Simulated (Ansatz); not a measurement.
The elements of this relaxed trial crystal are hidden behind letters.

```
lattice vectors (Å)
  -1.3466    1.3466    5.7345
   1.3466   -1.3466    5.7345
   1.3466    1.3466   -5.7345
fractional positions
X 0.5000 0.5000 0.0000
X 0.2500 0.7500 0.5000
Z 0.7500 0.2500 0.5000
Z 0.0000 0.0000 0.0000
```

Level of theory: DFT PBE, scalar-relativistic, plane waves, PAW in Ansatz. Cutoff 420 eV, Γ-centred 18×18×18 mesh (4-atom cell), Gaussian smearing of 0.01 eV, no spin polarisation.

```
Space group                                 : I4_1/amd (No. 141)
Conventional cell                           : a = 2.693 Å, c = 11.469 Å
Volume per atom                             : 10.40 Å³
Density                                     : 0.63 g/cm³
Energy over the elements                    : −0.255 eV/atom
Gap on the 18×18×18 mesh of the 4-atom cell : 0.19 eV
```

Energies are uncorrected and count from the elements' standard states at the same level.

**Question.** X is an s-block element of period 2 and Z is an s-block element of period 1. Which elements are they?

**Answer.** X = Li, Z = H, so the formula is LiH. Density times volume gives a mean mass of 0.63 × 10.40/1.6605 = 3.9 u per atom, and this set has 4.0 u. Among the elements that the hints allow, noble gases aside, only these give it. Li is surrounded by 4 H at 1.90 Å; H has 4 Li at 1.90 Å.

Kohn–Sham gaps at this level usually fall short of measured ones. Symmetry constrained the relaxation, so the result can be a saddle point. Another cell of LiH relaxed alike, in F-43m, lies 114 meV/atom lower, so this cell isn't the stable form at this level.
